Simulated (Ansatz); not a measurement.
Input of an Ansatz 0.2.0 run:

Contents of input.yaml:

```yaml
crystal:
  lattice:
    - [5.605, 0.0, 0.0]
    - [0.0, 5.605, 0.0]
    - [0.0, 0.0, 5.605]
  atoms:
    - { symbol: Pb, position: [0.5, 0.5, 0.5] }
    - { symbol: Cs, position: [0.0, 0.0, 0.0] }
    - { symbol: Cl, position: [0.5, 0.0, 0.5] }
    - { symbol: Cl, position: [0.0, 0.5, 0.5] }
    - { symbol: Cl, position: [0.5, 0.5, 0.0] }
hamiltonian:
  xc: r2scan
  pseudopotentials: { kind: paw }
  dispersion: rvv10
kpoints:
  mp_grid: { grid: [5, 5, 5] }
scf:
  occupations: { method: fermi_dirac, width: 0.05 }
output:
  forces: true
  stress: true
relax:
  f_tol: 0.01
  max_steps: 40
  cell: { stress_tol: 0.05 }
```

Potentials or basis: Ansatz PAW.

Command:

```bash
$ ansatz run input.yaml --threads 2 --pin off --max-ram 5120MiB --backend cpu --events-out ev --progress --plain --runs-dir out
```

Question: Estimate the relaxed volume.

Answer: 35.59 Å³/atom.

Question: Predict the space group after relaxing (to 0.05 Å).

Answer: Pm-3m (No. 221).

Question: Estimate the relaxed cell.

Answer: a = 5.625 Å, b = 5.625 Å, c = 5.625 Å, α = 90.00°, β = 90.00°, γ = 90.00°.

Final structure:
```cif
data_structure
_symmetry_space_group_name_H-M 'P 1'
_symmetry_Int_Tables_number 1
_cell_length_a 5.6248
_cell_length_b 5.6248
_cell_length_c 5.6248
_cell_angle_alpha 90.000
_cell_angle_beta 90.000
_cell_angle_gamma 90.000
_cell_volume 177.96
loop_
_atom_site_label
_atom_site_type_symbol
_atom_site_fract_x
_atom_site_fract_y
_atom_site_fract_z
_atom_site_occupancy
Pb1 Pb 0.50000 0.50000 0.50000 1
Cs1 Cs 0.00000 0.00000 0.00000 1
Cl1 Cl 0.50000 0.00000 0.50000 1
Cl2 Cl 0.00000 0.50000 0.50000 1
Cl3 Cl 0.50000 0.50000 0.00000 1
```

Caveat: the PAW data sets come from PBE, with cores solved anew for the run's functional, which leaves a small shift of forces and pressure. Zero-point motion and thermal expansion aren't in these numbers.
